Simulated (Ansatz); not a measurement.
(001) slab of diamond Ge, 9.9 Å thick as cut, ended by H

Ansatz, PAW, plane waves, no spin–orbit coupling unless named; atoms relaxed with PBEsol, the curve by HSE06. The curve holds the local part of the PAW potentials, so its shape inside matter depends on the files.

```
Ge H
1.0
     5.67559    5.67559    0.00000
    -5.67559    5.67559    0.00000
     0.00000    0.00000   25.43229
Ge H
32 8
Cartesian
  -0.5589 0.5625 7.8932
  -5.6303 5.6324 13.5297
  0.5208 5.1580 7.9754
  -0.0369 5.7163 13.3031
  1.3369 1.5044 9.1212
  -4.2254 7.0653 14.9780
  1.5145 7.0016 9.2494
  1.3751 7.1421 14.6724
  -2.3175 2.3205 7.9759
  -2.8745 2.8781 13.3032
  2.2792 3.3997 7.8929
  -2.7926 8.4703 13.5299
  -1.3234 4.1645 9.2489
  -1.4635 4.3049 14.6722
  4.1748 4.3420 9.1210
  -1.3873 9.9030 14.9781
  -2.8632 5.7040 10.4482
  -2.7493 5.5907 16.3069
  2.8886 5.6286 10.7545
  2.7486 5.7677 16.1767
  -1.3751 1.3791 12.1237
  -1.9321 1.9355 17.4500
  -1.4578 7.1365 11.8960
  -0.8525 6.5318 17.5346
  0.0504 2.7910 10.7541
  -0.0895 2.9306 16.1758
  -0.0253 8.5417 10.4481
  0.0889 8.4279 16.3063
  -4.2954 4.2982 11.8961
  -3.6903 3.6938 17.5343
  1.4624 4.2168 12.1237
  0.9056 4.7730 17.4508
  -0.2106 0.2161 6.4211
  0.1053 5.5746 6.5398
  -2.7332 2.7367 6.5402
  2.6271 3.0537 6.4206
  -1.5156 1.5197 18.8855
  -1.1976 6.8783 19.0075
  -4.0362 4.0407 19.0069
  1.3218 4.3572 18.8864
```

Planar mean of the electrostatic potential energy along the normal, from the vacuum level:

| z (Å) | v (eV) |
| --- | --- |
| 0.00 | 0.00 |
| 0.28 | 0.00 |
| 0.71 | 0.00 |
| 0.99 | 0.00 |
| 1.41 | 0.00 |
| 1.70 | 0.00 |
| 1.98 | 0.00 |
| 2.40 | 0.00 |
| 2.68 | 0.00 |
| 2.97 | 0.00 |
| 3.39 | 0.00 |
| 3.67 | 0.00 |
| 4.10 | 0.00 |
| 4.38 | 0.00 |
| 4.66 | -0.01 |
| 5.09 | -0.03 |
| 5.37 | -0.08 |
| 5.79 | -0.31 |
| 6.08 | -0.76 |
| 6.36 | -1.82 |
| 6.78 | -1.97 |
| 7.06 | -2.86 |
| 7.49 | -6.37 |
| 7.77 | -8.09 |
| 8.05 | -8.72 |
| 8.48 | -8.85 |
| 8.76 | -8.84 |
| 9.04 | -8.99 |
| 9.47 | -8.52 |
| 9.75 | -7.93 |
| 10.17 | -7.85 |
| 10.46 | -8.41 |
| 10.74 | -8.44 |
| 11.16 | -7.75 |
| 11.44 | -7.86 |
| 11.87 | -8.59 |
| 12.15 | -8.58 |
| 12.43 | -8.02 |
| 12.86 | -7.83 |
| 13.14 | -8.33 |
| 13.42 | -8.69 |
| 13.85 | -8.07 |
| 14.13 | -7.71 |
| 14.55 | -8.22 |
| 14.84 | -8.52 |
| 15.12 | -8.14 |
| 15.54 | -7.73 |
| 15.82 | -8.21 |
| 16.25 | -9.01 |
| 16.53 | -8.87 |
| 16.81 | -8.89 |
| 17.24 | -8.73 |
| 17.52 | -8.53 |
| 17.80 | -7.31 |
| 18.23 | -3.93 |
| 18.51 | -2.13 |
| 18.93 | -2.11 |
| 19.22 | -1.25 |
| 19.50 | -0.47 |
| 19.92 | -0.13 |
| 20.20 | -0.05 |
| 20.63 | -0.01 |
| 20.91 | -0.01 |
| 21.19 | 0.00 |
| 21.62 | 0.00 |
| 21.90 | 0.00 |
| 22.32 | 0.00 |
| 22.61 | 0.00 |
| 22.89 | 0.00 |
| 23.31 | 0.00 |
| 23.60 | 0.00 |
| 23.88 | 0.00 |
| 24.30 | 0.00 |
| 24.58 | 0.00 |
| 25.01 | 0.00 |
| 25.29 | 0.00 |

How far below the vacuum level do the top filled and the lowest empty level lie, by each functional?

PBEsol: 4.68 and 4.04 eV (gap 0.64 eV, a 3×3×1 mesh); HSE06: 5.04 and 3.68 eV (gap 1.36 eV, a 2×2×1 mesh). Either level can be a surface state and not a band edge of the crystal.
